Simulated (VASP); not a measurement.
# Settings for SiO₂: self-consistent run

SiO₂, P4_32_12 (no. 96), 12 atoms in the cell. RPBE; PAW potentials Si, O (PBE set). VASP 6.6.1.

Wanted: energy within 0.2 meV/atom; levels at the zone centre within 0.003 eV.

What the run is for: comparing ways to start; Accuracy asked: tight.

Levels at the zone centre: counted from the valence top at that point.

POSCAR:
```
SiO2
1.0
    4.9755888200      0.0000000000      0.0000000000
    0.0000000000      4.9755888200      0.0000000000
    0.0000000000      0.0000000000      6.9008894400
Si O
4 8
Direct
    0.8032465600      0.8032465600      0.5000000000
    0.6967534400      0.3032465600      0.2500000000
    0.3032465600      0.6967534400      0.7500000000
    0.1967534400      0.1967534400      0.0000000000
    0.7617576300      0.1103870700      0.4320415600
    0.8896129300      0.2382423700      0.0679584400
    0.1103870700      0.7617576300      0.5679584400
    0.2617576300      0.3896129300      0.8179584400
    0.2382423700      0.8896129300      0.9320415600
    0.7382423700      0.6103870700      0.3179584400
    0.3896129300      0.2617576300      0.1820415600
    0.6103870700      0.7382423700      0.6820415600
```

## How the run starts (with a second run first, the time holds both)

| How the run starts (with a second run first, the time holds both) | Energy less reference (meV/atom) | Levels at the zone centre, largest deviation (eV) | Time (s) |
|---|---|---|---|
| from scratch: 14 SCF iterations | 0.00 | 0.0000 | 82 |
| density of a coarse mesh (ICHARG 1): 14 + 8 SCF iterations | 0.00 | 0.0001 | 82 |
| orbitals of a lower cutoff (ISTART 1): 14 + 6 SCF iterations | 0.00 | 0.0002 | 82 |
| orbitals of a loose run: 11 + 3 SCF iterations | 0.00 | 0.0001 | 64 |

Chosen: from scratch: 14 SCF iterations; no other choice that stays within half of the tolerance saves 30 % of the time.

The chosen settings are those of the reference run.

Values of the reference run: Levels at the zone centre: -0.3092, 0, 5.941 eV from the valence top at Gamma.

## The input

INCAR:
```
  GGA = RP
  ISMEAR = 0
  SIGMA = 0.03
  LWAVE = F
  LCHARG = F
  ISIF = 2
  PREC = Accurate
  LASPH = T
  LREAL = F
  ALGO = Normal
  EDIFF = 1E-6
  NELM = 120
  GGA_COMPAT = F
  ENCUT = 520
  EFERMI = MIDGAP
```

KPOINTS:
```
k-points
0
Gamma
  5 5 4
```

Commands:
```
cat potpaw_PBE.64/Si/POTCAR potpaw_PBE.64/O/POTCAR > POTCAR
mpirun -np 1 vasp_std > vasp.out
```

The chosen input took VASP 6.6.1 82 s on 1 core (Intel Xeon 6975P-C (Granite Rapids)), a shared host.

## An input that fails: restart asked without its files

VASP's message: ERROR: charge density could not be read from file CHGCAR for ICHARG>10.

Changes against the starting input:
```
- NELM = 120
+ NELM = 60
+ ICHARG = 11
```
